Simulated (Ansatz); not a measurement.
# WSi2N4 bilayer (AB) in a perpendicular field

What dipole does a perpendicular field induce in the WSi2N4 bilayer (AB), and does the gap follow? A positive field points along +c.

Program: Ansatz 0.2.0. Level of theory: plane-wave DFT, PBE-D3(BJ), Ansatz PAW. Results are calculated unless marked as measured.

### 1. The structure

The cell holds 14 atoms: 8 N, 4 Si and 2 W. Its edges and angles: a = 2.920 Å, b = 2.920 Å, c = 65.802 Å, α = 90.0°, β = 90.0°, γ = 120.0°. Regions: layer 1: WSi2N4, 7 atoms (4 N, 2 Si and 1 W); layer 2: WSi2N4, 7 atoms (4 N, 2 Si and 1 W). Vacuum lies along c.

Structure file:

```cif
data_structure
_symmetry_space_group_name_H-M 'P 1'
_symmetry_Int_Tables_number 1
_cell_length_a 2.9200
_cell_length_b 2.9200
_cell_length_c 65.8020
_cell_angle_alpha 90.000
_cell_angle_beta 90.000
_cell_angle_gamma 120.000
_cell_volume 485.89
loop_
_atom_site_label
_atom_site_type_symbol
_atom_site_fract_x
_atom_site_fract_y
_atom_site_fract_z
_atom_site_occupancy
N1 N 0.00000 0.00000 0.36777 1
Si2 Si 0.33333 0.66667 0.37490 1
N3 N 0.33333 0.66667 0.40150 1
W4 W 0.00000 0.00000 0.42173 1
N5 N 0.33333 0.66667 0.44196 1
Si6 Si 0.33333 0.66667 0.46855 1
N7 N 0.00000 0.00000 0.47568 1
N8 N 0.33333 0.66667 0.52432 1
Si9 Si 0.66667 0.33333 0.53145 1
N10 N 0.66667 0.33333 0.55804 1
W11 W 0.33333 0.66667 0.57827 1
N12 N 0.66667 0.33333 0.59850 1
Si13 Si 0.66667 0.33333 0.62510 1
N14 N 0.33333 0.66667 0.63223 1
```

### 2. Relaxation

The starting cell is a guess, so the in-plane lattice and the atoms are relaxed first, with the slab cut off from its images along the normal.

Contents of input.yaml:

```yaml
crystal:
  lattice:
    - [2.92, 0.0, 0.0]
    - [-1.46, 2.5287941791, 0.0]
    - [0.0, 0.0, 65.8020441666]
  atoms:
    - { symbol: "N", position: [0.0, 0.0, 0.3677697297] }
    - { symbol: Si, position: [0.3333333333, 0.6666666667, 0.3749037373] }
    - { symbol: "N", position: [0.3333333333, 0.6666666667, 0.4014986558] }
    - { symbol: W, position: [0.0, 0.0, 0.4217271879] }
    - { symbol: "N", position: [0.3333333333, 0.6666666667, 0.4419557199] }
    - { symbol: Si, position: [0.3333333333, 0.6666666667, 0.4685506384] }
    - { symbol: "N", position: [0.0, 0.0, 0.475684646] }
    - { symbol: "N", position: [0.3333333333, 0.6666666667, 0.524315354] }
    - { symbol: Si, position: [0.6666666667, 0.3333333333, 0.5314493616] }
    - { symbol: "N", position: [0.6666666667, 0.3333333333, 0.5580442801] }
    - { symbol: W, position: [0.3333333333, 0.6666666667, 0.5782728121] }
    - { symbol: "N", position: [0.6666666667, 0.3333333333, 0.5985013442] }
    - { symbol: Si, position: [0.6666666667, 0.3333333333, 0.6250962627] }
    - { symbol: "N", position: [0.3333333333, 0.6666666667, 0.6322302703] }
  periodic: [true, true, false]
kpoints:
  mp_grid: { grid: [12, 12, 1] }
hamiltonian:
  xc: pbe
  dispersion: d3bj
scf:
  occupations: { method: fermi_dirac, width: 0.05 }
  convergence: { dr2_threshold: 1.0e-09 }
relax:
  f_tol: 0.004
  max_steps: 90
  cell: {}
output:
  write_potential: true
  write_density: true
  volumetric_format: npy
```

Started as:

```console
ansatz run input.yaml --threads 4 --pin off --max-ram 8192MiB --backend cpu --events-out ev --progress --plain --runs-dir out
```

Numbers of over 12 decimals in the logs are rounded to 6 here.

The log of the run:

```text
Warning: relax.cell: scf.convergence.dr2_threshold = 1e-9 eV is looser than the 1.86449881427e-10 eV advised for a relaxation that steers and ends on the stress (1e-10 eV for each atom of the cell: 14, times the square of relax.cell.stress_2d_tol = 0.05 N/m over 27.4 Å (the atoms' height at the walk's start and 5 Å past either face), 1.825e-2 GPa, over a crystal's default 0.05). What an SCF threshold leaves in a stress goes as its square root, and in the free energy as the threshold itself, and one threshold admits the most on a small cell: [figures from the program's tests cut] Set scf.convergence.dr2_threshold to 1.86449881427e-10 eV or tighter. [rest of the remark cut]
Engine: ansatz 0.2.0, x86_64-unknown-linux-gnu
Pseudopotentials: kind: paw
Pseudopotential: N, paw, valence charge 5, recommended cutoff 420 eV (normal), N.paw.azcp
Pseudopotential: Si, paw, valence charge 4, recommended cutoff 420 eV (normal), Si.paw.azcp
Pseudopotential: W, paw, valence charge 14, recommended cutoff 420 eV (normal), W.paw.azcp
Functional definition: PBE
  parameter kappa = 0.804
  parameter beta = 0.066725
  exchange = pbe_x(kappa = kappa, mu = beta*pi^2/3)
  correlation = pbe_c(beta = beta)
Crystal: 14 atoms, lattice volume = 485.887 Å³
Basis set: ecut = 420 eV, 9399 PW (Γ), exchange–correlation on 40×40×900 points (8 copies of the dense FFT grid, shifted against one another)
Bands: 56, of which v1, the nominal top of the filled ones, is band 42 counted from 1 (41 counted from 0)
Symmetry: 6 space group operations
Space group: P3m1 (ITA 156), of the structure as read, at distance tolerance 7.9e-5 Å
k-points: 19 of 144 (time reversal used)
Non-local potential: N, projectors of the file, l = 0: 2, l = 1: 2, l = 2: 1
Non-local potential: Si, projectors of the file, l = 0: 2, l = 1: 2, l = 2: 2
Non-local potential: W, projectors of the file, l = 0: 3, l = 1: 2, l = 2: 2, l = 3: 1
PAW form: soft (Blöchl's): semilocal exchange-correlation on the pseudo side does not see the compensation charge
PAW one-centre angular grid: N, 110 points (default); XC on 64 Gauss nodes
PAW one-centre angular grid: Si, 110 points (default); XC on 64 Gauss nodes
PAW one-centre angular grid: W, 590 points (default); XC on 64 Gauss nodes
Initial density: superposition of atomic densities (neutral atoms: chi_scale 0, normalization atom), corrected by the library's trained network
Initial wavefunctions: pseudopotential atomic-orbital guess
Functional: x = pbe(κ = 0.804, μ = 0.219515), c = pbe(β = 0.066725)
SCF iter   1: F=—  HF=-26400.969261 eV  |F-HF|=—  |Δ(HF+E_count)|=         —  Δρ=3.19e-3  dr2=2.35e-2  ethr=1.77e-3  ⟨swp⟩=13.6  Hψ=8464  notcnv=0  defer=37
preconditioner: auto → Resta (q_TF=auto, 2.036 Å⁻¹)  ε∞=2.4  [insulator: Δε(μ)=2.495 eV  Ē_g=11.942 eV  σ=0.050 eV  W_gap=1.00  n_scr=42 (ndim 8)  ℏωp=13.9 eV  f_vac=0.684  D(μ)=0.00/eV (n_scr^D=0)  ε∞_Penn≈2.4  vacuum switching on, ρ_ref=1.0e-2 e/Å³]
SCF iter   2: F=—  HF=-26400.976602 eV  |F-HF|=—  |Δ(HF+E_count)|=   7.34e-3  Δρ=1.71e-3  dr2=9.87e-3  ethr=2.79e-5  ⟨swp⟩=3.9  Hψ=3032  notcnv=0  defer=149
SCF iter   3: F=—  HF=-26400.980174 eV  |F-HF|=—  |Δ(HF+E_count)|=   3.57e-3  Δρ=1.05e-3  dr2=1.38e-2  ethr=1.18e-5  ⟨swp⟩=3.2  Hψ=2081  notcnv=0  defer=149
SCF iter   4: F=—  HF=-26400.979857 eV  |F-HF|=—  |Δ(HF+E_count)|=   3.16e-4  Δρ=2.30e-4  dr2=6.04e-4  ethr=1.18e-5  ⟨swp⟩=2.3  Hψ=1380  notcnv=0  defer=149
SCF iter   5: F=—  HF=-26400.979935 eV  |F-HF|=—  |Δ(HF+E_count)|=   7.80e-5  Δρ=1.08e-4  dr2=5.36e-5  ethr=7.19e-7  ⟨swp⟩=3.5  Hψ=2178  notcnv=0  defer=149
SCF iter   6: F=—  HF=-26400.980029 eV  |F-HF|=—  |Δ(HF+E_count)|=   9.34e-5  Δρ=5.60e-5  dr2=1.72e-5  ethr=6.38e-8  ⟨swp⟩=3.3  Hψ=2086  notcnv=0  defer=149
SCF iter   7: F=—  HF=-26400.980033 eV  |F-HF|=—  |Δ(HF+E_count)|=   4.22e-6  Δρ=2.04e-5  dr2=4.78e-6  ethr=2.05e-8  ⟨swp⟩=3.4  Hψ=2080  notcnv=0  defer=149
SCF iter   8: F=—  HF=-26400.980114 eV  |F-HF|=—  |Δ(HF+E_count)|=   8.13e-5  Δρ=1.03e-5  dr2=1.12e-6  ethr=5.69e-9  ⟨swp⟩=3.0  Hψ=1751  notcnv=0  defer=154
SCF iter   9: F=—  HF=-26400.980114 eV  |F-HF|=—  |Δ(HF+E_count)|=   3.12e-8  Δρ=5.41e-6  dr2=1.86e-7  ethr=1.33e-9  ⟨swp⟩=3.2  Hψ=1857  notcnv=0  defer=154
SCF iter  10: F=—  HF=-26400.980114 eV  |F-HF|=—  |Δ(HF+E_count)|=   1.15e-7  Δρ=2.11e-6  dr2=1.60e-8  ethr=2.21e-10  ⟨swp⟩=3.2  Hψ=1961  notcnv=0  defer=154
SCF iter  11: F=—  HF=-26400.980114 eV  |F-HF|=—  |Δ(HF+E_count)|=   4.09e-8  Δρ=6.69e-7  dr2=1.82e-9  ethr=1.91e-11  ⟨swp⟩=3.3  Hψ=2232  notcnv=0  defer=154
SCF iter  12: F=-26400.980114 eV  HF=-26400.980114 eV  |F-HF|=9.93e-10  |Δ(HF+E_count)|=  5.24e-10  Δρ=2.47e-7  dr2=2.62e-10  ethr=1.19e-12  ⟨swp⟩=13.6  Hψ=9496  notcnv=0
SCF 1 converged in 12 iterations: F = -26400.980114 eV  dr2 = 2.62e-10
  greatest PAW one-centre occupation: 1.000 electrons in one spin orbital (limit 2), on the W atom at site 10 (counted from 0), in its partial waves of l = 0
relax step   1: F+E_penalty+E_count = -26400.98011439 eV  Δ(F+E_penalty+E_count) = +0.000e0 eV  max|allowed force component| = 1.853e0 eV/Å  Δτ_max = 0.0000 Å  P = -18.008 N/m  Ω = 485.887 Å³  fix = [c, alpha, beta]  reactions: c -0.000 N/m  (12 SCF iters, accepted)
Crystal: 14 atoms, lattice volume = 478.389 Å³
Basis set: ecut = 420 eV, 9315 PW (Γ), exchange–correlation on 40×40×900 points (8 copies of the dense FFT grid, shifted against one another)
Initial density: handed on by an earlier stage of this run
Initial wavefunctions: those handed on with the density
iter 1 solved again at ethr=1.03e-3 eV; its pass at ethr=3.10e-3 eV (dr2=8.62e-1 eV) is discarded
SCF iter   1: F=—  HF=-26401.558972 eV  |F-HF|=—  |Δ(HF+E_count)|=         —  Δρ=1.53e-2  dr2=8.66e-1  ethr=1.03e-3  ⟨swp⟩=4.5  Hψ=7827  notcnv=0  defer=7
preconditioner: auto → Resta (q_TF=auto, 2.042 Å⁻¹)  ε∞=2.3  [insulator: Δε(μ)=1.909 eV  Ē_g=12.436 eV  σ=0.050 eV  W_gap=1.00  n_scr=42 (ndim 8)  ℏωp=14.0 eV  f_vac=0.693  D(μ)=0.00/eV (n_scr^D=0)  ε∞_Penn≈2.3  vacuum switching on, ρ_ref=1.1e-2 e/Å³]
SCF iter   2: F=—  HF=-26401.362756 eV  |F-HF|=—  |Δ(HF+E_count)|=   1.96e-1  Δρ=6.89e-3  dr2=1.34e-1  ethr=1.03e-3  ⟨swp⟩=4.8  Hψ=2627  notcnv=0  defer=28
SCF iter   3: F=—  HF=-26401.343857 eV  |F-HF|=—  |Δ(HF+E_count)|=   1.89e-2  Δρ=2.52e-3  dr2=1.81e-2  ethr=1.60e-4  ⟨swp⟩=4.6  Hψ=2715  notcnv=0  defer=121
SCF iter   4: F=—  HF=-26401.343862 eV  |F-HF|=—  |Δ(HF+E_count)|=   4.98e-6  Δρ=6.83e-4  dr2=2.60e-3  ethr=2.15e-5  ⟨swp⟩=3.2  Hψ=2232  notcnv=0  defer=133
[...]
relax step   7: F+E_penalty+E_count = -26401.42212824 eV  Δ(F+E_penalty+E_count) = +2.311e-5 eV  max|allowed force component| = 7.406e-4 eV/Å  Δτ_max = 0.0010 Å  P = +0.001 N/m  Ω = 475.916 Å³  energy of the carried Pulay correction = +9.269e-3 eV  fix = [c, alpha, beta]  reactions: c +0.000 N/m  (7 SCF iters, accepted)
[...]
relax step   8: F+E_penalty+E_count = -26401.41407377 eV  Δ(F+E_penalty+E_count) = +8.054e-3 eV  max|allowed force component| = 9.001e-4 eV/Å  Δτ_max = 0.0000 Å  P = -0.227 N/m  Ω = 475.916 Å³  fix = [c, alpha, beta]  reactions: c -0.000 N/m  stress off target by 2.27e-1 N/m on what of the cell is left free  SCF on the basis re-selected at this cell (its energy is not comparable with the rows above)  (6 SCF iters)
[...]
relax step   9: F+E_penalty+E_count = -26401.41422075 eV  Δ(F+E_penalty+E_count) = -1.470e-4 eV  max|allowed force component| = 3.818e-4 eV/Å  Δτ_max = 0.0006 Å  P = -0.006 N/m  Ω = 475.775 Å³  energy of the carried Pulay correction = +1.314e-4 eV  fix = [c, alpha, beta]  reactions: c -0.000 N/m  (7 SCF iters, accepted)
iter 1 solved again at ethr=1.74e-7 eV; its pass at ethr=3.10e-3 eV (dr2=1.46e-4 eV) is discarded
SCF iter   1: F=—  HF=-26401.414173 eV  |F-HF|=—  |Δ(HF+E_count)|=         —  Δρ=3.73e-6  dr2=3.94e-8  ethr=1.74e-7  ⟨swp⟩=7.4  Hψ=14804  notcnv=0
eigensolver tolerance schedule: the retry pair's looser diagonalisation over-reported the residual by 3706.29 of it (diagonalisation noise at 0.26 of the residual, at the tolerance the schedule requests for it); recorded, not acted on — ethr = c·dr2/N_el stays at c = 1.0e-1
preconditioner: auto → Resta (q_TF=auto, 2.043 Å⁻¹)  ε∞=2.3  [insulator: Δε(μ)=2.231 eV  Ē_g=12.346 eV  σ=0.050 eV  W_gap=1.00  n_scr=42 (ndim 8)  ℏωp=14.0 eV  f_vac=0.691  D(μ)=0.00/eV (n_scr^D=0)  ε∞_Penn≈2.3  vacuum switching on, ρ_ref=1.1e-2 e/Å³]
SCF iter   2: F=—  HF=-26401.414080 eV  |F-HF|=—  |Δ(HF+E_count)|=   9.32e-5  Δρ=2.17e-6  dr2=2.72e-8  ethr=4.69e-11  ⟨swp⟩=7.0  Hψ=4988  notcnv=0
SCF iter   3: F=—  HF=-26401.414080 eV  |F-HF|=—  |Δ(HF+E_count)|=   4.72e-9  Δρ=1.39e-6  dr2=6.50e-9  ethr=3.24e-11  ⟨swp⟩=2.5  Hψ=1399  notcnv=0
SCF iter   4: F=—  HF=-26401.414080 eV  |F-HF|=—  |Δ(HF+E_count)|=  3.71e-10  Δρ=8.45e-7  dr2=2.08e-9  ethr=7.73e-12  ⟨swp⟩=2.8  Hψ=1932  notcnv=0
SCF iter   5: F=-26401.414080 eV  HF=-26401.414080 eV  |F-HF|=6.44e-10  |Δ(HF+E_count)|=   1.02e-9  Δρ=4.10e-7  dr2=5.23e-10  ethr=1.19e-12  ⟨swp⟩=24.3  Hψ=11265  notcnv=0
SCF 10 converged in 5 iterations: F = -26401.414080 eV  dr2 = 5.23e-10
relax step  10: F+E_penalty+E_count = -26401.41408005 eV  Δ(F+E_penalty+E_count) = +1.407e-4 eV  max|allowed force component| = 3.840e-4 eV/Å  Δτ_max = 0.0000 Å  P = -0.008 N/m  Ω = 475.775 Å³  fix = [c, alpha, beta]  reactions: c -0.000 N/m  stress off target by 8.16e-3 N/m on what of the cell is left free  SCF on the basis re-selected at this cell (its energy is not comparable with the rows above)  (5 SCF iters)
basis re-selected at this cell: Δ(F+E_penalty+E_count) = +1.407e-4 eV, ΔP = -0.002 N/m vs the last step (what re-selecting the basis moved, of the pressure what is left beyond the Pulay correction that the steps carried, after the strain that the cell walked since its last selection, with what the two solves' SCF thresholds leave and, on support functions, any second-order correction that the steps lacked; it is no m [...]
WARN: The output density's exchange-correlation potential varies sharply where the density is thin. Do not read a vacuum level from v_tot or v_xc, or from such a field of the output density. On a cell that repeats whose density bears no net charge and no dipole along the vacuum's axis use v_es (v_loc + v_h of the components); under efield.dipole_correction with no amplitude use v_es + v_field, which holds any externa [...]
SCF converged after 5 iterations
Free energy (F): -26401.414080 eV
Harris-Foulkes:  -26401.414080 eV  (|F-HF|=6.44e-10)
Internal energy: -26401.414080 eV  (E = F + TS)
E sigma→0 (E₀):  -26401.414080 eV
Fermi energy:    -4.147138 eV
--- Per-component energies (eV) ---
  E_band       = -1724.878679
  E_kinetic    = 2153.974185
  E_local      = -898953.820914  (includes V_loc(G=0)·N_el)
  E_nonlocal   = 459.516142
  E_hartree    = 448161.549316
  E_xc         = -1247.532123
  E_vxc        = -1292.115518  (∫ρ·V_xc dr)
  E_paw        = -20196.658067  (= ΣΔE_a)
  E_vpaw       = -415.528367  (= ΣTr[D̂ρ^β])
  E_aug_tail   = 0.000708  (compensation charges beyond the density's cutoff)
  E_ewald      = 443225.511213
  E_disp       = -3.954541  (pairwise vdW)
  E_smearing   = -0.000000  (= −TS)
  E_closure    = -0.000000  (closes the sum)
  Σ components = -26401.414080   (vs F -26401.414080, Δ=0.00e0)
--- Forces (eV/Å), atoms counted from 1 ---
  atom   1  N     -0.00000000     0.00000000     0.00002625
  atom   2  Si     0.00000000    -0.00000000     0.00011591
  atom   3  N      0.00000000     0.00000000    -0.00038423
  atom   4  W     -0.00000000     0.00000000     0.00002012
  atom   5  N      0.00000000     0.00000000     0.00029534
  atom   6  Si     0.00000000    -0.00000000    -0.00011787
  atom   7  N     -0.00000000     0.00000000    -0.00015296
  atom   8  N      0.00000000     0.00000000     0.00017228
  atom   9  Si    -0.00000000    -0.00000000     0.00010253
  atom  10  N      0.00000000     0.00000000    -0.00029093
  atom  11  W     -0.00000000     0.00000000    -0.00003308
  atom  12  N     -0.00000000     0.00000000     0.00037896
  atom  13  Si     0.00000000    -0.00000000    -0.00010660
  atom  14  N      0.00000000     0.00000000    -0.00002862
  max |Σ_I F_I| component: 2.89e-6 eV/Å
--- 2D stress c σ (N/m, compression-positive) ---
       -0.008156       0.000000      -0.000000
       -0.000000      -0.008156      -0.000000
       -0.000000      -0.000000      -0.000000
  P = ½ c Tr σ = -0.0082 N/m
--- Band table (eV; the first three rows and the last of 19) ---
  k-point 0: bands = [... 38 lower, -7.7480, -7.5513, -5.4193, -5.2436, -2.3013, -2.3013, -2.1505, -2.1505, ... 10 higher]
  k-point 1: bands = [... 38 lower, -7.7165, -7.4608, -5.5033, -5.3440, -2.5119, -2.3502, -2.3022, -2.1513, ... 10 higher]
  k-point 2: bands = [... 38 lower, -7.7892, -7.5300, -5.9074, -5.7564, -2.6027, -2.4263, -2.2728, -2.1217, ... 10 higher]
  k-point 18: bands = [... 38 lower, -7.0486, -6.8995, -5.7268, -5.5766, -2.9528, -2.8007, -1.9488, -1.8189, ... 10 higher]
  ° read free of the cell's end (the report's vacuum.weakly_bound_levels)
--- Relaxed structure (8 steps of the walk, 8 accepted, 2 SCFs on fresh bases) ---
  F+E_penalty+E_count = -26401.41408005 eV   max|allowed force component| = 3.840e-4 eV/Å   (the final SCF, on the basis selected at the relaxed cell)
  cell:  # Å, volume = 475.7753 Å³
    - [2.889455, 0, 0]
    - [-1.444727, 2.502341, 0]
    - [0, 0, 65.8020441666]
  atoms:
    - { symbol: N, position: [5.009797033256197e-17, -7.55253754890842e-19, 0.370471] }
    - { symbol: Si, position: [0.333333, 0.666667, 0.378421] }
    - { symbol: N, position: [0.333333, 0.666667, 0.405039] }
    - { symbol: W, position: [4.956455511786447e-17, -7.552537548908371e-19, 0.424244] }
    - { symbol: N, position: [0.333333, 0.666667, 0.443443] }
    - { symbol: Si, position: [0.333333, 0.666667, 0.470046] }
    - { symbol: N, position: [4.873020809186791e-17, -7.552537548908229e-19, 0.477912] }
    - { symbol: N, position: [0.333333, 0.666667, 0.522073] }
    - { symbol: Si, position: [0.666667, 0.333333, 0.529959] }
    - { symbol: N, position: [0.666667, 0.333333, 0.556561] }
    - { symbol: W, position: [0.333333, 0.666667, 0.575757] }
    - { symbol: N, position: [0.666667, 0.333333, 0.594963] }
    - { symbol: Si, position: [0.666667, 0.333333, 0.621581] }
    - { symbol: N, position: [0.333333, 0.666667, 0.629531] }
```

Run time: 5.5 min. Hardware: 4 threads of Intel Xeon at 2.50GHz (Skylake/Cascade Lake), shared host; peak memory 1.2 GiB.

Step by step:

```tsv
step	energy less that of the first step (eV)	largest force component (eV/Å)	volume (Å³)
1	0.0000	1.8529	485.89
2	-0.3640	0.8044	478.39
3	-0.4403	0.0786	475.06
4	-0.4418	0.0435	475.83
5	-0.4420	0.0270	475.81
6	-0.4420	0.0129	475.88
7	-0.4420	0.0007	475.92
8*	-0.4340	0.0009	475.92
9	-0.4341	0.0004	475.78
10*	-0.4340	0.0004	475.78
```

Relaxation steps marked * repeat the geometry before them on a plane-wave basis chosen anew for their cell, so energy and pressure can jump there.

The run keeps the 6 symmetry operations that it works with, so distortions that break them were not tested.

```tsv
cell as run	before	after	change
a (Å)	2.920	2.889	-1.0 %
b (Å)	2.920	2.889	-1.0 %
```

The atoms that moved most (Å, along periodic axes as changes of fractional coordinates times the final cell, across vacuum about the mean position):

```tsv
atom	dx	dy	dz	length
N3	0.000	0.000	0.233	0.233
N12	0.000	0.000	-0.233	0.233
Si2	0.000	0.000	0.231	0.231
Si13	0.000	0.000	-0.231	0.231
N1	0.000	0.000	0.178	0.178
N14	0.000	0.000	-0.178	0.178
W4	0.000	0.000	0.166	0.166
W11	0.000	0.000	-0.166	0.166
```

Final coordinates:

```xyz
14
Lattice="2.8895 0.0000 0.0000 -1.4447 2.5023 0.0000 0.0000 0.0000 65.8020" Properties=species:S:1:pos:R:3
N     0.0000    0.0000   24.3777
Si    0.0000    1.6682   24.9008
N     0.0000    1.6682   26.6524
W     0.0000    0.0000   27.9161
N     0.0000    1.6682   29.1794
Si    0.0000    1.6682   30.9300
N     0.0000    0.0000   31.4476
N     0.0000    1.6682   34.3535
Si    1.4447    0.8341   34.8724
N     1.4447    0.8341   36.6228
W     0.0000    1.6682   37.8860
N     1.4447    0.8341   39.1498
Si    1.4447    0.8341   40.9013
N     0.0000    1.6682   41.4244
```

This step gave:

- gap on the k-mesh: 2.231 eV

The lattice constant a goes from 2.920 to 2.889 Å.

[end of part 1 of 3]

[Logs are printed without paths, hosts, clocks, repeated set-up lines and the standing remarks that a program may print on its own settings, such as how far it seeks lower states.]

[Hosts, paths, dates, database ids (printed as entryN), source tags and the programs' standing remarks are cut or masked in the printed files.]

[Maps of the electrostatic potential energy from Ansatz leave out the sawtooth potential of an applied field or a dipole correction, so their vacuum need not be flat; planar profiles and work functions include it.]
